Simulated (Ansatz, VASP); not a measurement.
Two plane-wave programs on Sn

```xyz
1
Lattice="-1.8947 1.8947 1.8947 1.8947 -1.8947 1.8947 1.8947 1.8947 -1.8947" Properties=species:S:1:pos:R:3 pbc="T T T"
Sn    0.0000    0.0000    0.0000
```

This isn't the form of Sn at room conditions, which is tetragonal (white tin).

Alike in both runs: task relaxation of cell and atoms; functional LDA; k mesh 7 × 7 × 7; occupations fermi-dirac, width 0.05 eV; spin-orbit coupling, no magnetisation.

|  | VASP | Ansatz |
| --- | --- | --- |
| version | VASP 6.6.1 | Ansatz 0.2.0 |
| potentials or method | VASP PAW LDA potentials, release 64 (Sn_d) | Ansatz PAW |
| plane-wave cutoff (eV) | 600 | 420 |
| valence electrons in the cell | 14 | 14 |

```csv
,VASP,Ansatz,Ansatz less VASP
"gap on the k mesh at the Fermi level, each at its own relaxed structure (eV)",none,none,-
relaxed volume (Å³/atom),25.70,25.64,-0.067
relaxed cell length with the largest relative difference (Å),3.220,3.217,-0.0028
energy change over the relaxation (meV/atom),-16,-16,-1.0
```

A gap of «none» marks a metal or a gap that the smearing closes.

Caveats: the plane-wave basis is chosen anew once the cell has moved, so the energies of steps on either side of that aren't comparable (Ansatz); the PAW data sets come from PBE, with cores solved anew for the run's functional, which leaves a small shift of forces and pressure (Ansatz).
